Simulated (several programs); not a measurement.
Many methods on one cell: NaI (Fm-3m)

A 2-atom cell of NaI started from a crystallographic database, relaxed with r2SCAN in Ansatz, was computed with several methods. The symmetry is Fm-3m (No. 225, cubic); conventional cell a = 6.459 Å, 33.69 Å³ an atom. Around Na lie 6 I at 3.23 Å; around I lie 6 Na at 3.23 Å. (Simulation; spin polarisation is off.)

```cif
data_structure
_symmetry_space_group_name_H-M 'Fm-3m'
_symmetry_Int_Tables_number 225
_cell_length_a 6.4593
_cell_length_b 6.4593
_cell_length_c 6.4593
_cell_angle_alpha 90.000
_cell_angle_beta 90.000
_cell_angle_gamma 90.000
_cell_volume 269.49
loop_
_atom_site_label
_atom_site_type_symbol
_atom_site_symmetry_multiplicity
_atom_site_Wyckoff_symbol
_atom_site_fract_x
_atom_site_fract_y
_atom_site_fract_z
_atom_site_occupancy
Na1 Na 4 a 0.00000 0.00000 0.00000 1
I1 I 4 b 0.50000 0.00000 0.00000 1
```

Gaps and times are for a single point on this cell; volume and bulk modulus come from each method's own relaxation or energy curve at fixed shape. Times are rough, from shared hosts (Arm Neoverse N1; Arm Neoverse V1; Arm Neoverse V2), and each method has its own mesh and cell size. PM6 (MOPAC), PM7 (MOPAC), GFN1-xTB (tblite), GFN2-xTB (tblite) treat a cluster of cells at its zone centre, which samples few k points: where these miss a band edge, the gap comes out too large for that reason alone. Gaps from k meshes are read at a limited set of points (mesh, symmetry points, PBE's band edges), so each method's own least gap may be somewhat smaller. Force fields have no electrons; where one was fitted to this phase, its volume and modulus reflect the fit. xTB and the PM methods were fitted mostly to molecules, and can miss a solid's gap by electronvolts. Minimal bases can be far off for gaps. Times of the plane-wave rungs are withheld (a dash), since they come from other jobs, hosts and meshes; the meshes of hybrids and Hartree-Fock don't converge their gaps to the digits shown. GLLB-SC's gap includes the derivative discontinuity. G0W0 is at finite bands, cutoff and mesh. d marks a direct gap, i an indirect one (no mark: not told apart), a dash a value that wasn't computed or didn't pass its checks.

```csv
method,kind,gap (eV),own volume (Å³/atom),bulk modulus (GPa),atoms computed,processor time
PBEsol,semilocal,–,32.81,–,2,–
ffield.eim (LAMMPS),force field,–,–,–,2,0.12 s
"light PBE (260 eV, its own mesh)",light plane-wave,3.64 d,–,–,2,0.82 s
LDA,semilocal,3.35 d,30.67,–,2,–
GFN1-xTB (tblite),tight binding,2.03,34.07,22,cluster,3 s
PBE,semilocal,3.66 d,34.78,15,2,–
PM7 (MOPAC),semi-empirical,13.65,–,–,cluster,3.9 s
PM6 (MOPAC),semi-empirical,7.12,–,–,cluster,4.8 s
GFN2-xTB (tblite),tight binding,8.75,–,–,cluster,4.8 s
r2SCAN,semilocal,4.45 d,33.69,17,2,–
PBE/SZV (CP2K),small basis,3.51 d,35.77,16,2,7.4 s
PBE/single zeta (GPAW),small basis,3.60 d,–,–,2,9.2 s
G0W0@r2SCAN (180 eV screening cutoff),many-body,6.09,–,–,2,–
PBE/DZVP (CP2K),small basis,3.61 d,34.89,16,2,13 s
GLLB-SC (GPAW),model potential,6.71,–,–,2,13 s
PBE+SOC,semilocal,3.32 d,–,–,2,–
G0W0@PBE (260 eV screening cutoff),many-body,5.69,–,–,2,–
G0W0@PBE0 (180 eV screening cutoff),many-body,6.39,–,–,2,–
G0W0@HSE06 (180 eV screening cutoff),many-body,6.18,–,–,2,–
PBE0,hybrid,5.36 d,–,–,2,–
HSE06,hybrid,4.69 d,34.23,–,2,–
Hartree-Fock,exact exchange,10.85 d,–,–,2,–
DDH-PBE0,hybrid,5.68 d,–,–,2,–
G0W0@LDA (140 eV screening cutoff),many-body,5.46,–,–,2,–
HSE06+SOC,hybrid,4.33 d,–,–,2,–
r2SCANh,hybrid,4.99 d,–,–,2,–
```

Against HSE06 (4.69 eV) the nearest gap at the points sampled is that of r2SCAN (-0.24 eV) and the farthest that of PM7 (MOPAC) (+8.96 eV). HSE06 is only a yardstick of convenience: for gaps this wide it usually falls short of measured ones, so a larger value can be the better one.

Volumes against r2SCAN's: PBEsol -2.6 %, LDA -8.9 %, GFN1-xTB (tblite) +1.1 %, PBE +3.2 %, PBE/SZV (CP2K) +6.2 %, PBE/DZVP (CP2K) +3.6 %, HSE06 +1.6 %.

Only the rows marked +SOC include spin-orbit coupling.
